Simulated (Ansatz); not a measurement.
Eigenvalues along a path: CdTe (rocksalt type)

```xyz
2
Lattice="0.0000 2.2411 2.2411 2.2411 0.0000 2.2411 2.2411 2.2411 0.0000" Properties=species:S:1:pos:R:3 pbc="T T T"
Cd    0.0000    0.0000    0.0000
Te    2.2411    2.2411    2.2411
```

The cell comes from a relaxation on PAW files under the same functional, begun from a prototype that needn't be the stable phase.

Level of theory: DFT with r²SCAN, scalar-relativistic, in Ansatz 0.2.0; a Γ-centred 13×13×13 k mesh, Fermi–Dirac smearing of 0.08 eV, no spin polarisation. LAPW: all electrons, basis error target 1 meV/atom.

This run: volume at 0.4 of the series' base cell.

Spin–orbit coupling is left out, which matters for the heavy atoms.

Path points, in fractions of the reciprocal vectors: Γ (0.000, 0.000, 0.000), X (0.500, 0.000, 0.500), U (0.625, 0.250, 0.625), K (0.375, 0.375, 0.750), L (0.500, 0.500, 0.500), W (0.500, 0.250, 0.750). The distance column jumps between branches of the path. Levels in eV from the Fermi level; bands 27 to 40, counted from the lowest band of the run. The gap is zero, the pressure 431.4 GPa.

```
# k(1/Å) point b27 b28 b29 b30 b31 b32 b33 b34 b35 b36 b37 b38 b39 b40
0.000 Γ -24.23 -16.09 -16.09 -16.09 -15.81 -15.81 -2.74 -2.74 -2.74 2.34 7.46 7.46 7.46 8.84
0.175 - -24.09 -16.13 -16.09 -16.09 -15.98 -15.79 -2.93 -2.93 -2.75 2.28 7.22 7.22 7.59 7.75
0.350 - -23.68 -16.43 -16.23 -16.05 -16.05 -15.75 -3.51 -3.51 -2.79 2.16 5.17 7.20 7.20 8.58
0.526 - -23.06 -16.95 -16.37 -15.96 -15.96 -15.68 -4.40 -4.40 -2.98 2.01 2.64 7.72 7.72 9.88
0.701 - -22.31 -17.31 -16.53 -15.79 -15.79 -15.60 -5.47 -5.47 -3.58 0.53 1.88 8.73 8.73 11.55
0.876 - -21.67 -17.20 -16.68 -15.55 -15.55 -15.52 -6.57 -6.57 -5.05 -0.61 1.77 10.08 10.08 11.11
1.051 - -21.34 -16.80 -16.43 -15.45 -15.26 -15.26 -7.55 -7.55 -7.10 -0.98 1.70 10.43 11.61 11.61
1.227 - -21.25 -16.88 -15.40 -15.23 -15.00 -15.00 -9.06 -8.25 -8.25 -1.07 1.66 9.99 13.01 13.01
1.402 X -21.25 -16.91 -15.38 -14.90 -14.90 -14.50 -10.04 -8.51 -8.51 -1.08 1.65 9.85 12.84 13.66
1.464 - -21.23 -16.91 -15.41 -15.03 -14.90 -14.35 -10.04 -8.61 -8.46 -0.99 1.68 9.83 12.77 13.64
1.526 - -21.20 -16.91 -15.48 -15.24 -14.91 -14.08 -10.05 -8.90 -8.32 -0.75 1.81 9.77 12.59 13.55
1.588 - -21.14 -16.92 -15.60 -15.46 -14.93 -13.77 -10.07 -9.31 -8.10 -0.44 2.06 9.69 12.30 13.42
1.650 - -21.07 -16.92 -15.74 -15.66 -14.95 -13.44 -10.18 -9.73 -7.80 -0.14 2.47 9.58 11.93 13.24
1.712 - -20.97 -16.94 -15.91 -15.84 -14.98 -13.09 -10.58 -9.90 -7.44 0.08 3.05 9.45 11.48 13.02
1.774 - -20.86 -16.96 -16.09 -16.01 -15.01 -12.72 -11.14 -9.92 -7.02 0.24 3.78 9.31 10.98 12.77
1.836 - -20.73 -17.00 -16.28 -16.16 -15.05 -12.34 -11.72 -9.91 -6.56 0.34 4.62 9.15 10.45 12.50
1.897 U -20.59 -17.07 -16.46 -16.29 -15.10 -12.28 -11.94 -9.87 -6.06 0.41 5.52 9.00 9.90 12.15
2.756 K -20.59 -17.07 -16.46 -16.29 -15.10 -12.28 -11.94 -9.87 -6.06 0.41 5.52 9.00 9.90 12.15
2.942 - -20.18 -17.44 -16.92 -16.58 -15.25 -13.66 -10.64 -9.65 -4.41 0.61 8.17 8.34 8.55 10.24
3.128 - -20.13 -17.83 -17.19 -16.72 -15.43 -14.47 -9.23 -9.20 -2.63 0.95 6.50 8.03 8.16 10.25
3.313 - -20.86 -17.64 -17.24 -16.72 -15.60 -14.94 -8.44 -7.75 -0.89 1.57 5.00 5.91 7.88 10.10
3.499 - -21.91 -17.14 -17.07 -16.62 -15.77 -15.27 -7.37 -6.25 0.28 2.55 3.76 4.52 7.68 9.85
3.685 - -22.87 -16.72 -16.63 -16.46 -15.90 -15.56 -6.04 -4.83 -0.18 2.86 3.89 5.00 7.56 9.14
3.871 - -23.61 -16.30 -16.28 -16.26 -16.01 -15.76 -4.57 -3.68 -1.41 2.38 5.46 6.57 7.49 7.98
4.057 - -24.07 -16.15 -16.10 -16.07 -15.95 -15.83 -3.29 -2.96 -2.38 2.30 6.90 7.46 7.46 8.12
4.243 Γ -24.23 -16.09 -16.09 -16.09 -15.81 -15.81 -2.74 -2.74 -2.74 2.34 7.46 7.46 7.46 8.84
4.395 - -24.12 -16.13 -16.09 -16.09 -15.86 -15.86 -3.24 -2.63 -2.63 2.30 7.24 7.33 7.33 8.73
4.546 - -23.81 -16.24 -16.17 -16.17 -15.92 -15.92 -4.54 -2.31 -2.31 2.26 6.73 6.79 6.79 8.72
4.698 - -23.30 -16.43 -16.43 -16.41 -15.84 -15.84 -6.23 -1.85 -1.85 2.14 5.87 5.87 6.36 9.06
4.850 - -22.61 -16.75 -16.75 -16.64 -15.71 -15.71 -8.01 -1.30 -1.30 1.85 4.82 4.82 6.33 9.70
5.002 - -21.76 -17.05 -17.05 -16.94 -15.57 -15.57 -9.71 -0.74 -0.74 1.45 3.80 3.80 6.53 10.60
5.153 - -20.78 -17.35 -17.30 -17.30 -15.45 -15.45 -11.14 -0.20 -0.20 1.08 2.90 2.90 6.77 11.73
5.305 - -19.75 -17.94 -17.46 -17.46 -15.37 -15.37 -12.12 0.30 0.30 0.83 2.17 2.17 6.93 13.04
5.457 L -18.83 -18.69 -17.51 -17.51 -15.34 -15.34 -12.48 0.56 0.56 0.75 1.83 1.83 6.99 14.12
5.581 - -18.98 -18.62 -17.48 -17.35 -15.34 -15.30 -12.47 -0.86 -0.35 1.24 2.43 2.90 7.36 13.36
5.705 - -19.30 -18.44 -17.40 -17.05 -15.32 -15.13 -12.45 -2.47 -1.82 1.55 3.08 4.64 8.38 12.10
5.829 - -19.63 -18.17 -17.25 -16.80 -15.30 -14.77 -12.39 -4.02 -3.39 1.99 3.54 6.44 9.76 10.85
5.952 - -19.92 -17.85 -17.07 -16.68 -15.25 -14.20 -12.29 -5.49 -4.95 2.58 3.93 8.20 9.57 10.56
6.076 - -20.15 -17.53 -16.87 -16.65 -15.17 -13.46 -12.10 -6.88 -6.43 3.29 4.32 8.50 9.32 9.96
6.200 - -20.32 -17.24 -16.72 -16.66 -15.06 -12.61 -11.78 -8.17 -7.79 4.11 4.76 7.55 8.27 11.33
6.324 - -20.43 -17.03 -16.67 -16.67 -14.95 -11.69 -11.32 -9.35 -8.92 4.98 5.25 6.75 7.22 12.33
6.448 W -20.46 -16.93 -16.68 -16.68 -14.90 -10.98 -10.98 -10.14 -9.50 5.62 5.62 6.28 6.53 12.69
6.536 - -20.50 -16.86 -16.77 -16.56 -14.90 -11.47 -10.50 -10.14 -9.48 4.81 5.07 6.46 7.76 12.42
6.623 - -20.61 -16.83 -16.67 -16.41 -14.90 -11.96 -10.12 -10.05 -9.41 3.77 4.05 7.31 9.09 12.19
6.711 - -20.76 -16.87 -16.40 -16.22 -14.90 -12.45 -10.11 -9.63 -9.29 2.54 3.37 8.12 10.37 12.05
6.798 - -20.91 -16.90 -16.09 -15.99 -14.90 -12.93 -10.09 -9.26 -9.13 1.41 2.78 8.83 11.55 12.02
6.886 - -21.05 -16.91 -15.81 -15.73 -14.90 -13.40 -10.07 -8.95 -8.93 0.42 2.30 9.35 12.16 12.54
6.974 - -21.16 -16.91 -15.58 -15.43 -14.90 -13.84 -10.05 -8.73 -8.71 -0.37 1.94 9.67 12.44 13.23
7.061 - -21.22 -16.91 -15.43 -15.12 -14.90 -14.25 -10.05 -8.57 -8.56 -0.90 1.72 9.81 12.72 13.57
7.149 X -21.25 -16.91 -15.38 -14.90 -14.90 -14.50 -10.04 -8.51 -8.51 -1.08 1.65 9.85 12.84 13.66
```
